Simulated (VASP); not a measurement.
Set up this calculation in VASP 6.6.1, as the native input.

* Task: single point
* Functional: PBE
* Potentials or basis: VASP PAW PBE potentials, release 64 (O, H, C)
* Cutoff: 520 eV
* k mesh: 1 × 1 × 1
* Occupations: fermi-dirac, width 0.02 eV
* Spin: no spin polarisation
* Dipole correction: no
* Further INCAR settings: LREAL = Auto; ALGO = Normal; EDIFF = 1e-06; NBANDS = 36

The structure of H10CO5 lies in POSCAR:

```
H10CO5
1.0
    5.6566530000      0.0000000000      0.0000000000
    0.0000000000      5.6566530000      0.0000000000
    0.0000000000      0.0000000000      5.6566530000
O H C
5 10 1
Direct
    1.0158822552      0.9702120130      0.7998562236
    0.8844585569      0.3263665497      0.4974809976
    0.2291912871      0.5763786104      0.2493335007
    0.7937817148      0.8417392484      0.3283071287
    0.5926026970      0.6533902174      0.9036025272
    1.0679996275      0.8866932607      0.6584340358
    0.8670611640      0.8894584287      0.8381131483
    0.9268769078      0.2260490336      0.6346816932
    0.8043094249      0.4647017412      0.5606043771
    0.1233510818      0.7092132913      0.2139932876
    0.1206240519      0.4603970007      0.3236497936
    0.7516525358      1.0083502333      0.3415206539
    0.6889568489      0.7742210052      0.2081988996
    0.2563245737      0.5534224940      0.8116853427
    0.4564621695      0.3228927582      0.9519589709
    0.4290941033      0.5107501141      0.8975032196
```

The cell was built by a generator and needn't be a form met in nature.

These files were run (other wordings do the same):

INCAR

```
  ALGO = Normal
  EDIFF = 1E-6
  ENCUT = 520
  GGA = PE
  ISIF = 2
  ISMEAR = -1
  LASPH = True
  LCHARG = False
  LREAL = Auto
  LWAVE = False
  NBANDS = 36
  NELM = 100
  PREC = Accurate
  SIGMA = 0.02
```

KPOINTS

```
k-points
0
Gamma
  1 1 1
```

Potentials or basis: VASP PAW PBE potentials, release 64 (O, H, C).

Command:

```sh
$ cat potpaw_PBE.64/O/POTCAR potpaw_PBE.64/H/POTCAR potpaw_PBE.64/C/POTCAR > POTCAR
$ mpirun -np 1 vasp_gam > vasp.out
```

It gave:

- Pressure: -0.5 GPa
- Largest force: 0.515 eV/Å
- Band gap on the k mesh: 4.26 eV, direct

Caveat: the standard files for N, O and F lose accuracy on very short bonds.

Wall time 16 s on 1 thread of AMD EPYC 7R13 Processor (Zen 3) (shared host), peak memory 0.2 GiB.
